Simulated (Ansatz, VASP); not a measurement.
# C: VASP beside Ansatz

File INCAR:

```
SYSTEM = C
PREC     = Accurate       ! precision mode
ENCUT    = 520            ! plane-wave cutoff, eV
EDIFF    = 1E-6           ! SCF threshold, eV
ISMEAR   = 0              ! smearing method
SIGMA    = 0.01           ! smearing width, eV
LREAL    = .False.        ! projectors in reciprocal space
LASPH    = .True.         ! aspherical terms in the spheres
NELM     = 100            ! most SCF steps
ALGO     = Normal         ! electronic algorithm
ISIF     = 2              ! what is computed and relaxed
LWAVE    = .False.        ! write WAVECAR
LCHARG   = .True.         ! write CHGCAR
GGA      = PS             ! functional
LELF     = .True.         ! ELF
LVHAR    = .True.       
NBANDS   = 11             ! bands
```

Contents of KPOINTS:

```
regular mesh
0
Gamma
  12 12 12
  0 0 0
```

POSCAR

```
C
1.0
    0.0000000000      1.7833700000      1.7833700000
    1.7833700000      0.0000000000      1.7833700000
    1.7833700000      1.7833700000      0.0000000000
C
2
Direct
    0.0000000000      0.0000000000      0.0000000000
    0.2500000000      0.2500000000      0.2500000000
```

Input for Ansatz:

```yaml
crystal:
  lattice:
    - [0.0, 1.78337, 1.78337]
    - [1.78337, 0.0, 1.78337]
    - [1.78337, 1.78337, 0.0]
  atoms:
    - { symbol: C, position: [0.0, 0.0, 0.0] }
    - { symbol: C, position: [0.25, 0.25, 0.25] }
kpoints:
  mp_grid:
    grid: [12, 12, 12]
hamiltonian:
  xc: pbesol
scf:
  convergence:
    dr2_threshold: 1.0e-10
  occupations:
    method: fixed
output:
  forces: true
  stress: true
```

This isn't the form of C at room conditions, which is graphite.

Alike in both runs: task single point; functional PBEsol; k mesh 12 × 12 × 12; no spin polarisation.

```csv
,VASP,Ansatz
version,VASP 6.6.1,Ansatz 0.2.0
potentials or method,"VASP PAW PBE potentials, release 64 (C)","plane waves, PAW"
plane-wave cutoff (eV),520,420
occupations,"gaussian, width 0.01 eV",fixed
valence electrons in the cell,8,8
```

Ansatz gave:

| Item | Value |
| --- | --- |
| pressure (GPa) | -4.8 |

Problem. What did VASP give for the same quantities?

Solution. Pressure (GPa): -3.8.

Caveats: the PAW data sets were made with another functional, which shifts forces and pressure a little (VASP).
